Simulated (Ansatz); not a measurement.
The system is Ge.

```
Ge
1.0
    -2.57449    2.57449    1.39741
     2.57449   -2.57449    1.39741
     2.57449    2.57449   -1.39741
Ge
2
Direct
  0.50000 0.50000 0.00000
  0.25000 0.75000 0.50000
```

This isn't the form of Ge at room conditions, which is diamond.

Program: Ansatz 0.2.0. Alike in all runs: potentials or basis Ansatz PAW; cell as given; cutoff (eV) 420. Hardware: 2 threads of Intel(R) Xeon(R) Processor @ 2.50GHz (Skylake/Cascade Lake), on a shared host.

Problem. Order these runs on this cell by their wall time, lowest first.
A. task band structure; level LDA; spin SOC, no magnetisation; k mesh 8 × 8 × 8; smearing gaussian 0.1 eV; points for each segment of the path 14; mesh quality not flagged
B. task single point; level PBE0; spin SOC, no magnetisation; k mesh 5 × 5 × 5; smearing fermi-dirac 0.05 eV; mesh quality coarse
C. task single point; level LDA; spin off; k mesh 11 × 11 × 11; smearing gaussian 0.1 eV; mesh quality not flagged

Solution. C (15 s), A (46 s), B (410 s).

Caveats: some runs use coarse meshes.
